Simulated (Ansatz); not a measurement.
# BN (model cell, started as CsCl type): a soft mode frozen in, part 3 of 3

Aim: this structure of BN (model cell, started as CsCl type) is to be tested for unstable modes, and one is followed downhill.

Ansatz 0.2.0; DFT PBEsol, scalar-relativistic, plane waves, PAW; PAW set soft_1.

So far. Step 4 (The mode frozen in, largest atomic shift 0.6 Å): The run ends at a pressure of -10.33 GPa, with forces up to 3.0 eV/Å. Step 5 (Energy along the mode, all amplitudes (two of the runs …): The lowest of the steps tried is the last one, at 0.6 Å, 1271 meV/atom below the parent; the bottom of the well need not coincide with a step.

The structure was built from a prototype and need not be the compound's stable phase.

## (7) The new phase in its own primitive cell

The relaxed structure is symmetrised, reduced to its primitive cell and relaxed tightly, as its phonons need.

File input.yaml:

```yaml
crystal:
  lattice:
    - [1.9801863868, -4.2946756539, 0.0]
    - [1.9801863868, 4.2946756539, 0.0]
    - [0.0, 0.0, 3.862236436]
  atoms:
    - { symbol: B, position: [0.25, 0.25, 0.0] }
    - { symbol: B, position: [0.75, 0.75, 0.0] }
    - { symbol: B, position: [0.5, 0.0, 0.0] }
    - { symbol: B, position: [0.0, 0.5, 0.0] }
    - { symbol: "N", position: [0.8835247036, 0.1164752964, 0.1674383094] }
    - { symbol: "N", position: [0.3835247036, 0.6164752964, 0.8325616906] }
    - { symbol: "N", position: [0.1164752964, 0.8835247036, 0.8325616906] }
    - { symbol: "N", position: [0.6164752964, 0.3835247036, 0.1674383094] }
kpoints:
  mp_grid: { grid: [8, 8, 6] }
hamiltonian:
  xc: pbesol
  pseudopotentials: { kind: paw, azcp: { folder: soft_1 }, xc_functional: pbe }
scf:
  occupations: { method: fixed }
output:
  forces: true
  stress: true
  eigenvalues: true
relax:
  adjacent_minimum: "off"
  f_tol: 0.001
  max_steps: 60
  cell: { stress_tol: 0.01 }
```

On the command line:

```sh
$ ansatz run input.yaml --threads 4 --pin off --max-ram 10240MiB --backend cpu --events-out ev --progress --plain --runs-dir out
```

Numbers of over 12 decimals in the logs are rounded to 6 here.

The program printed:

```text
[...]
Crystal: 8 atoms, lattice volume = 65.691 Å³
Basis set: ecut = 420 eV, 1285 PW (Γ), exchange–correlation on 64×64×54 points (8 copies of the dense FFT grid, shifted against one another)
Bands: 24, of which v1, the nominal top of the filled ones, is band 16 counted from 1 (15 counted from 0)
Symmetry: 8 space group operations
[...]
k-points: 84 of 384
[...]
- [1.980119, 4.294618, 0]
    - [0, 0, 3.863916]
  atoms:
    - { symbol: B, position: [0.250000, 0.250000, 0] }
    - { symbol: B, position: [0.750000, 0.750000, 0] }
    - { symbol: B, position: [0.500000, 0, 0] }
    - { symbol: B, position: [0, 0.500000, 0] }
    - { symbol: N, position: [0.883528, 0.116472, 0.167370] }
    - { symbol: N, position: [0.383528, 0.616472, 0.832630] }
    - { symbol: N, position: [0.116472, 0.883528, 0.832630] }
    - { symbol: N, position: [0.616472, 0.383528, 0.167370] }
[key lines of the parts left out:]
SCF converged after 5 iterations
Free energy (F): -2122.579339 eV
Fermi energy:    7.215461 eV
P = ⅓ Tr σ = -0.0006 GPa (-0.006 kbar)
```

Elapsed: 10 s, on 4 threads of Intel Xeon Platinum 8375C at 2.90GHz (Ice Lake), shared host; peak memory 0.48 GiB.

Little changed from the start: no atom moved by 0.005 Å and no cell edge by 0.1 %.

This step gave:

```
pressure           : -6.05e-4 GPa
gap on the k-mesh  : 0.9153 eV
volume per atom    : 8.215 Å³
direct gap on mesh : 1.171 eV
```

The largest force component left is 0.38 meV/Å and the pressure is -0.001 GPa, within the tolerances set. The cell now holds 8.21 Å³/atom.

## (8) Modes of the new phase, k-mesh 8×8×6, occupations fixed

A relaxed structure may still be a saddle point, so its zone-centre modes are computed. The response to a homogeneous field gives the Born charges and the dielectric tensor.

File input.yaml:

```yaml
crystal:
  lattice:
    - [1.9801187276, -4.2946183884, 0.0]
    - [1.9801187276, 4.2946183884, 0.0]
    - [0.0, 0.0, 3.863915825]
  atoms:
    - { symbol: B, position: [0.25, 0.25, 0.0] }
    - { symbol: B, position: [0.75, 0.75, 0.0] }
    - { symbol: B, position: [0.5, 0.0, 0.0] }
    - { symbol: B, position: [0.0, 0.5, 0.0] }
    - { symbol: "N", position: [0.8835283773, 0.1164716227, 0.1673704327] }
    - { symbol: "N", position: [0.3835283773, 0.6164716227, 0.8326295673] }
    - { symbol: "N", position: [0.1164716227, 0.8835283773, 0.8326295673] }
    - { symbol: "N", position: [0.6164716227, 0.3835283773, 0.1673704327] }
kpoints:
  mp_grid: { grid: [8, 8, 6] }
hamiltonian:
  xc: pbesol
  pseudopotentials: { kind: paw, azcp: { folder: soft_1 }, xc_functional: pbe }
scf:
  occupations: { method: fixed }
output:
  eigenvalues: true
phonons:
  method: dfpt
  dielectric: true
  rigid_motions: translations
```

The program printed:

```text
[...]
Crystal: 8 atoms, lattice volume = 65.716 Å³
Basis set: ecut = 420 eV, 1285 PW (Γ), exchange–correlation on 64×64×54 points (8 copies of the dense FFT grid, shifted against one another)
Bands: 24, of which v1, the nominal top of the filled ones, is band 16 counted from 1 (15 counted from 0)
Symmetry: 8 space group operations
k-points: 196 of 384 (irreducible under 1 space group operation, time reversal used)
[...]
SCF iter   1: F=—  HF=-2126.089311 eV  |F-HF|=—  |Δ(HF+E_count)|=         —  Δρ=1.24e-1  dr2=1.09e1  ethr=3.10e-3  ⟨swp⟩=4.9  Hψ=19676  notcnv=0  defer=1149
[...]
SCF iter  10: F=-2122.579339 eV  HF=-2122.579339 eV  |F-HF|=2.64e-11  |Δ(HF+E_count)|=   1.29e-9  Δρ=3.23e-7  dr2=7.07e-11  ethr=1.00e-12  ⟨swp⟩=15.0  Hψ=33287  notcnv=0
SCF 1 converged in 10 iterations: F = -2122.579339 eV  dr2 = 7.07e-11
[...]
NSCF: frozen V_eff on 2 k-points
DFPT response loops at Γ: preconditioner auto → Resta (q_TF=auto, 2.420 Å⁻¹)  ε∞=8.1 (no band partly filled); β = 1.00, the filter's whole step (`scf.mixing.beta` (0.50) is not read by the response loops at its default; to damp them type it under 1.00, their step now; it binds the ground state too); Broyden in place of MSR1
── the response to a field inside a basis, on 8×8×6 k-points: an SCF that follows is theirs, and a resumed run solves both again ──
Bands: 17, of which v1, the nominal top of the filled ones, is band 16 counted from 1 (15 counted from 0)
k-points: 60 of 384
[...]
Eigensolver: Dense (60 Hₖ)
SCF iter   1: F=—  HF=-2122.576425 eV  |F-HF|=—  |Δ(HF+E_count)|=         —  Δρ=1.77e-4  dr2=3.32e-6  ethr=1.00e-1
[...]
SCF iter   3: F=-2122.576429 eV  HF=-2122.576429 eV  |F-HF|=1.53e-8  |Δ(HF+E_count)|=   1.10e-6  Δρ=1.62e-5  dr2=4.37e-8  ethr=2.78e-9
SCF 1 converged in 3 iterations: F = -2122.576429 eV  dr2 = 4.37e-8
[...]
SCF converged after 10 iterations
Free energy (F): -2122.579339 eV
[...]
Internal energy: -2122.579339 eV  (E = F + TS)
E sigma→0 (E₀):  -2122.579339 eV
Fermi energy:    7.215462 eV
[...]
--- Band table (eV; the first three rows and the last of 196) ---
  k-point 0: bands = [... 12 lower, 4.1164, 4.1271, 5.4626, 6.3839, 9.6148, 11.1016, 12.4358, 12.5594, ... 4 higher]
  k-point 1: bands = [... 12 lower, 3.9937, 4.0285, 5.5215, 6.3200, 9.3864, 11.3906, 12.4912, 12.8981, ... 4 higher]
  k-point 2: bands = [... 12 lower, 3.8316, 4.1192, 5.6464, 6.1922, 9.2203, 12.0792, 12.6341, 13.2820, ... 4 higher]
  k-point 195: bands = [... 12 lower, 3.6964, 5.3760, 5.9306, 6.5723, 9.6160, 10.1984, 11.9644, 13.3036, ... 4 higher]
--- Phonons (Γ-DFPT): 9 representative perturbations + reference, on 196 of 384 k-points (Σ response iterations 27) ---
  k mesh reduced under 1 symmetry operation, with k and −k counted as one. Each operation leaves every solved perturbation unchanged. A smaller set is not considered because the run solves the response to a homogeneous field
  ASR residual: 1.482e-4 → 0.000e0 eV/Å²; symmetrization residual: 1.315e-6 eV/Å²
  ASR residual per site (eV/Å²): 7.21e-5 7.21e-5 9.42e-5 9.42e-5 1.48e-4 1.48e-4 1.48e-4 1.48e-4
  Γ frequencies (cm⁻¹): -577.73 -334.35 -313.77 -176.94 -151.92 0.00 0.00 0.00 303.72 459.95 517.72 560.73 566.86 576.97 583.97 656.21 691.01 729.60 785.34 867.47 948.56 957.15 967.68 1075.53
  ε∞ (high-frequency dielectric tensor):
        6.363779     0.000000     0.000000
        0.000000     9.203599     0.000000
        0.000000     0.000000     3.376882
  softest optical mode at Γ: -577.73 cm⁻¹; the repairs (sum rule, projections) moved no ω² at Γ by more than (2.01 cm⁻¹)²
  Born effective charges Z* (e; rows j = field, columns β = displacement):
    site 0:
         3.14121    0.00000    0.00000
        -0.00000    4.51307    0.00000
         0.00000    0.00000    0.76400
    site 1:
         3.14121    0.00000    0.00000
        -0.00000    4.51307    0.00000
         0.00000    0.00000    0.76400
    site 2:
         3.58191    0.00000    2.03769
         0.00000    3.82977    0.00000
         1.06563    0.00000    0.87713
    site 3:
         3.58191    0.00000   -2.03769
         0.00000    3.82977    0.00000
        -1.06563    0.00000    0.87713
    site 4:
        -3.36156    0.00000    0.00000
        -0.00000   -4.17142    0.31955
         0.00000    0.13479   -0.82056
    site 5:
        -3.36156    0.00000    0.00000
        -0.00000   -4.17142   -0.31955
         0.00000   -0.13479   -0.82056
    site 6:
        -3.36156   -0.00000    0.00000
        -0.00000   -4.17142    0.31955
         0.00000    0.13479   -0.82056
    site 7:
        -3.36156   -0.00000    0.00000
        -0.00000   -4.17142   -0.31955
         0.00000   -0.13479   -0.82056
  Z* charge neutrality: 1.890e-3 e pre-enforcement
  solved inside a basis spanned on kpoints, on 8×8×6 k-points, its susceptibility summed on 12×12×12: ε∞ is read to err by 2.7e-2, Z* by 1.8e-2 e (field_mesh: kpoints solves on kpoints); Z* is corrected for what the basis lacks
  optical modes at Γ without the LO–TO term, one row a degenerate level:
      ω (cm⁻¹)  modes    IR ((D/Å)²/amu)
       -577.73      1           107.0464
       -334.35      1             0.0000
       -313.77      1             0.0000
       -176.94      1             0.0000
       -151.92      1           249.4740
        303.72      1             2.0409
        459.95      1             1.4280
        517.72      1             4.8057
        560.73      1             0.0000
        566.86      1             0.0000
        576.97      1             0.0000
        583.97      1             0.0000
        656.21      1            80.5792
[...]
optical modes at Γ + LO–TO along q̂ = [1.0000, 0.0000, 0.0000]:
      ω (cm⁻¹)  modes    IR ((D/Å)²/amu)
[...]
optical modes at Γ + LO–TO along q̂ = [0.0000, 1.0000, 0.0000]:
      ω (cm⁻¹)  modes    IR ((D/Å)²/amu)
[...]
optical modes at Γ + LO–TO along q̂ = [0.0000, 0.0000, 1.0000]:
      ω (cm⁻¹)  modes    IR ((D/Å)²/amu)
[...]
566.86      1             0.0000
        576.97      1             0.0000
        583.97      1             0.0000
        656.21      1            80.5792
        695.17      1             0.4749
        729.60      1             0.0000
        789.64      1             0.5525
        867.47      1             0.0000
        948.56      1             0.0000
        957.15      1             0.0000
       1026.14      1            12.6654
       1075.53      1            10.5794
```

The job ended after 78 s (4 threads; peak memory 1.6 GiB).

Numbers from this step:

- sum-rule residual before enforcement: 1.48e-4 eV/Å²
- miss of the charge sum rule: 0.001890 e
- estimated error of the dielectric tensor: 0.02732
- estimated error of the Born charges: 0.01770 e
- point group: mmm
- highest optical mode at the zone centre (no LO-TO term): 1076 cm⁻¹
- lowest optical zone-centre mode: -577.7 cm⁻¹
- mean high-frequency dielectric constant: 6.315
- largest Born charge (third of the trace): 2.806 e
- top of the zone-centre spectrum with the field: 1131 cm⁻¹

Patterns of degenerate modes are one choice out of their space. The modes at Γ (shares of kinetic energy by element, %) (negative means imaginary):

```
mode  frequency (cm⁻¹)  symmetry  B %  N %
   1            -577.7       B3u   86   14
   2            -334.4       B1g    9   91
   3            -313.8       B3g    2   98
   4            -176.9        Au   99    1
   5            -151.9       B2u   55   45
   6               0.0  acoustic   44   56
   7               0.0  acoustic   44   56
   8               0.0  acoustic   44   56
   9             303.7       B1u   90   10
  10             459.9       B3u  100    0
  11             517.7       B2u    4   96
  12             560.7       B1g   91    9
  13             566.9       B3g    1   99
  14             577.0       B2g   77   23
  15             584.0        Ag    0  100
  16             656.2       B3u   71   29
  17             691.0       B1u   26   74
  18             729.6        Au    1   99
  19             785.3       B1u   78   22
  20             867.5       B2g   23   77
  21             948.6       B3g   97    3
  22             957.1        Ag    0  100
  23             967.7       B1u   62   38
  24            1075.5       B2u   98    2
```

Displacements in mode 1 (-577.7 cm⁻¹), the largest set to 1:
```
B1  -0.12  0.00  0.00
B2  -0.12  0.00  0.00
B3   1.00  0.00  0.94
B4   1.00  0.00 -0.94
N5  -0.34  0.00  0.00
N6  -0.34  0.00  0.00
N7  -0.34  0.00  0.00
N8  -0.34  0.00  0.00
```

Displacements in mode 18 (729.6 cm⁻¹), the largest set to 1:
```
B1   0.00  0.00  0.00
B2   0.00  0.00  0.00
B3   0.00 -0.16  0.00
B4   0.00  0.16  0.00
N5   1.00  0.00  0.00
N6  -1.00  0.00  0.00
N7   1.00  0.00  0.00
N8  -1.00  0.00  0.00
```

Optical modes at the zone centre, without and with the macroscopic field of the longitudinal modes; each column is sorted by frequency, so a row need not hold one and the same mode. Modes with and without the field, by row:

```
rank among optical modes  no field (cm⁻¹)  q along (1, 0, 0) (cm⁻¹)  q along (0, 1, 0) (cm⁻¹)  q along (0, 0, 1) (cm⁻¹)
                       1           -577.7                    -334.4                    -577.7                    -577.7
                       2           -334.4                    -313.8                    -334.4                    -334.4
                       3           -313.8                    -212.7                    -313.8                    -313.8
                       4           -176.9                    -176.9                    -176.9                    -176.9
                       5           -151.9                    -151.9                     303.7                    -151.9
                       6            303.7                     303.7                     459.9                     330.2
                       7            459.9                     464.1                     509.7                     459.9
                       8            517.7                     517.7                     560.7                     517.7
                       9            560.7                     560.7                     566.9                     560.7
                      10            566.9                     566.9                       577                     566.9
                      11              577                       577                       584                       577
                      12              584                       584                     656.2                       584
                      13            656.2                       691                       691                     656.2
                      14              691                     729.6                     729.6                     695.2
                      15            729.6                     785.3                     785.3                     729.6
                      16            785.3                     867.5                     867.5                     789.6
                      17            867.5                     948.6                     893.1                     867.5
                      18            948.6                     957.1                     948.6                     948.6
                      19            957.1                     967.7                     957.1                     957.1
                      20            967.7                      1050                     967.7                      1026
                      21             1076                      1076                      1131                      1076
```

Born charge (rows field, columns displacement) (e), principal values of the symmetric part by kind of site:

| atom | atoms with these values | low | middle | high | mean |
| --- | --- | --- | --- | --- | --- |
| B1 | 2 | 0.76 | 3.14 | 4.51 | 2.81 |
| B3 | 2 | 0.17 | 3.83 | 4.29 | 2.76 |
| N5 | 4 | -4.19 | -3.36 | -0.81 | -2.78 |

In full for B3:

```
3.58 0.00 2.04
0.00 3.83 0.00
1.07 0.00 0.88
```

High-frequency dielectric tensor:

```
6.36 0.00 0.00
0.00 9.20 0.00
0.00 0.00 3.38
```

Transverse modes; imaginary modes are left out. Infrared lines, with heights relative to the strongest:

| position (cm⁻¹) | label | relative intensity |
| --- | --- | --- |
| 304 | B1u | 2.5 |
| 460 | B3u | 1.8 |
| 518 | B2u | 6.0 |
| 561 | B1g | 0.0 |
| 567 | B3g | 0.0 |
| 577 | B2g | 0.0 |
| 584 | Ag | 0.0 |
| 656 | B3u | 100 |
| 691 | B1u | 0.9 |
| 730 | Au | 0.0 |
| 785 | B1u | 1.1 |
| 868 | B2g | 0.0 |
| 949 | B3g | 0.0 |
| 957 | Ag | 0.0 |
| 968 | B1u | 14 |
| 1076 | B2u | 13 |

Before it was imposed, the acoustic sum rule was missed by 1.5e-4 eV/Å² and the charge sum rule by 0.0019 e. Small misses are needed for a sound result but don't prove that mesh and cutoff are converged. The lowest optical mode is imaginary, 577.7i cm⁻¹, so the energy falls along it.

## (9) The phases reached

The phases reached along the modes that were followed are set side by side.

Energies are those of the first relaxation, on the mesh of the frozen mode; space group, volume and gap are those of the last relaxation. Phases, by row:

| mode frozen in | space group | energy from parent (meV/atom) | volume (Å³/atom) | gap on mesh (eV) | lowest zone-centre optical mode (cm⁻¹) | largest shift (Å) |
| --- | --- | --- | --- | --- | --- | --- |
| parent | Pm-3m | 0 | 6.085 | 0 | – | – |
| q = (0, -0.5, -0.5), 1311i cm⁻¹ | P4/nmm | -2590 | 8.4 | 5.168 | 353.4 | 1.449 |
| q = (0, 0.25, -0.5), 967i cm⁻¹ | Cmme | -2072 | 8.21 | 0.915 | -577.7 | 1.287 |

## (10) What came out

```
unstable mode of the parent                                                      : q = (0, 0.25, -0.5), 967i cm⁻¹
depth at the lowest point sampled                                                : 1271 meV/atom
largest atomic shift at that point                                               : 0.6 Å
space group reached (within 0.01 Å)                                              : Cmme
energy gained over the parent (first relaxation, on the mesh of the frozen mode) : 2072 meV/atom
volume per atom, phase reached                                                   : 8.21 Å³
gap on the k-mesh, phase reached                                                 : 0.915 eV
lowest optical zone-centre mode, phase reached                                   : -578 cm⁻¹
highest optical mode at the zone centre (no LO-TO term), phase reached           : 1076 cm⁻¹
```

Along this mode the structure falls into Cmme, 2072 meV/atom below the parent. At the parent's cell the well is 1271 meV/atom deep on the steps tried, with its lowest point at a shift of 0.6 Å. That is the last step tried, so the steps alone don't bracket the bottom of the well. Relaxing atoms and cell changes the gain by +800.97 meV/atom against the lowest step (energies at zero smearing). The new phase still has an imaginary mode at the zone centre of its cell, so it is a saddle point on the way to a lower structure. Of the 2 patterns followed to their end from this parent, this one ends 517 meV/atom above the lowest, P4/nmm. Each path keeps the symmetry of its pattern, so a lower phase may lie along a pattern not tried. With no gap, or one that is small against the smearing, the frequencies hang on the k mesh and the smearing, most of all near Kohn anomalies. The PAW files were made for PBE and serve the other functionals too. The starting cell was built on a prototype and not taken from a measurement, so the phase need not exist.

[Logs are printed without paths, hosts, clocks, repeated set-up lines and the standing remarks that a program may print on its own settings, such as how far it seeks lower states.]

[Hosts, paths, dates, database ids (printed as entryN), source tags and the programs' standing remarks are cut or masked in the printed files.]
